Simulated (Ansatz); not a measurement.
**CdS: the band gap up the ladder of functionals**

An exercise on one series of results from a longer session: the logs are not shown, and one member is left open.

The runs shown are made with Ansatz 0.2.0. PAW datasets, plane waves. Calculated at 0 K for a non-magnetic cell.

## The system as given

The cell was relaxed beforehand with r2SCAN.

The symmetry is F-43m (No. 216, cubic); conventional cell a = 5.878 Å, 25.39 Å³ an atom. Around Cd lie 4 S at 2.55 Å; around S lie 4 Cd at 2.55 Å.

Coordinates:

```
CELL_PARAMETERS angstrom
0.00000 2.93921 2.93921
2.93921 0.00000 2.93921
2.93921 2.93921 0.00000
ATOMIC_POSITIONS crystal
Cd 0.00000 0.00000 0.00000
S 0.25000 0.25000 0.25000
```

Set-up of the first run:

Input file input.yaml:

```yaml
crystal:
  lattice:
    - [0.0, 2.9392138922, 2.9392138922]
    - [2.9392138922, 0.0, 2.9392138922]
    - [2.9392138922, 2.9392138922, 0.0]
  atoms:
    - { symbol: Cd, position: [0.0, 0.0, 0.0] }
    - { symbol: S, position: [0.25, 0.25, 0.25] }
kpoints:
  mp_grid: { grid: [8, 8, 8] }
  band_path:
    path:
      - [[0.0, 0.0, 0.0], [-0.5, -0.5, -7.627766391577e-34], [-0.375, -0.375, 0.25]]
      - [[-0.375, -4.951940465496e-17, 0.375], [0.0, 0.0, 0.0], [-3.921381126168e-18, -3.921381126168e-18, 0.5], [-0.5, -0.25, 0.25], [-0.5, -0.5, -7.627766391577e-34]]
    npoints: 10
hamiltonian:
  xc: pbe
scf:
  occupations: { method: fermi_dirac, width: 0.02 }
  n_extra_bands: 4
output:
  forces: true
  stress: true
  eigenvalues: true
```

On the command line:

```
> ansatz run input.yaml --threads 2 --pin off --max-ram 2211MiB --backend cpu --events-out ev --progress --plain --runs-dir out
```

Among the steps run: Band structure with PBE; r2SCAN; HSE06 at the same geometry; PBE+SOC at the same geometry; PBE0 at the same geometry; Single point with LDA; G0W0 on PBE; DDH-PBE0 at the same geometry; HSE06+SOC at the same geometry; Single point with r2SCANh; Single point with r2SCAN0.

One of the session's tables, all rows but one given; the rest of the session is left out.

| level | gap (eV) |
| --- | --- |
| PBE | 1.10 |
| r2SCAN | 1.54 |
| HSE06 | 2.11 |
| PBE+SOC | 1.08 |
| PBE0 | 2.75 |
| LDA | 0.81 |
| G0W0@PBE (151 empty bands) | 1.75 |
| G0W0@PBE (376 empty bands) | 1.79 |
| DDH-PBE0 | 2.14 |
| HSE06+SOC | 2.10 |
| r2SCANh | 2.12 |
| r2SCAN0 | ? |

Estimate the missing values for r2SCAN0.

Worked estimate for «gap (eV)». Against the share of exact exchange, r2SCAN (0, 1.54), r2SCANh (0.1, 2.12) give a slope of 5.80 per unit share; at 0.25 the line stands at 2.99.

The run gave: gap (eV): 3.01. In «gap (eV)» the line misses by -0.02.

Meshes: PBE 8×8×8, r2SCAN 8×8×8, HSE06 6×6×6, PBE+SOC 8×8×8, PBE0 6×6×6, LDA 8×8×8, DDH-PBE0 6×6×6, HSE06+SOC 4×4×4, r2SCANh 6×6×6, r2SCAN0 6×6×6

LDA gives the least gap, 0.81 eV, and r2SCAN0 the largest, 3.01 eV. PBE reaches 61 % of the G0W0@PBE value, and r2SCAN 86 %. PBE0 lies 0.64 eV above HSE06, which differs from it by screening the long-range exchange. No extrapolation in bands, cutoff or mesh was made for G0W0.

To keep in mind: Warnings in the runs' records: stress exchange threshold loose, stress scf threshold loose.
